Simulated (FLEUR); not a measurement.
Runs of FLEUR MaX-R8.1 (later development tree) on KBr. Symmetry: Fm-3m, No. 225, cubic system. Conventional cell: a = 6.600 Å, b = 6.600 Å, c = 6.600 Å, α = 90.00°, β = 90.00°, γ = 90.00°. Br (site symmetry m-3m) has 6 K at 3.30 Å as nearest neighbours. K (site symmetry m-3m) has 6 Br at 3.30 Å as nearest neighbours. 

```csv
task,level,gmax,max iterations,mixing factor,mixer,mixer history,kmax,gap on the mesh (eV),V0 of scaled cells (Å³/atom),B0 (GPa)
band structure,WC,12.7 1/bohr,60,0.05,Anderson,15,4.1 1/bohr,(a),-,-
equation of state,WC,12.7 1/bohr,-,-,-,-,4.1 1/bohr,-,35.48,14
equation of state,PBE,11.8 1/bohr,-,-,-,-,3.8 1/bohr,-,(b),14
single point,PBE,11.8 1/bohr,60,0.05,Anderson,15,3.8 1/bohr,4.44,-,-
band structure,PBEsol,12.7 1/bohr,60,0.05,Anderson,15,4.1 1/bohr,4.28,-,-
```

Alike in all rows: potentials or basis all-electron, FLAPW; no spin polarisation; cell as given; k mesh 7 × 7 × 7; smearing fermi-dirac 0.05 eV.

Task: Estimate the missing entries.

Result: (a) 4.34; (b) 37.68.

Caveats: an odd mesh through Γ misses points on the zone boundary, where band edges often lie (some runs).

A k mesh can miss the band edges, and the runs leave out spin-orbit coupling on Br.

Not every run made on this cell is shown here.
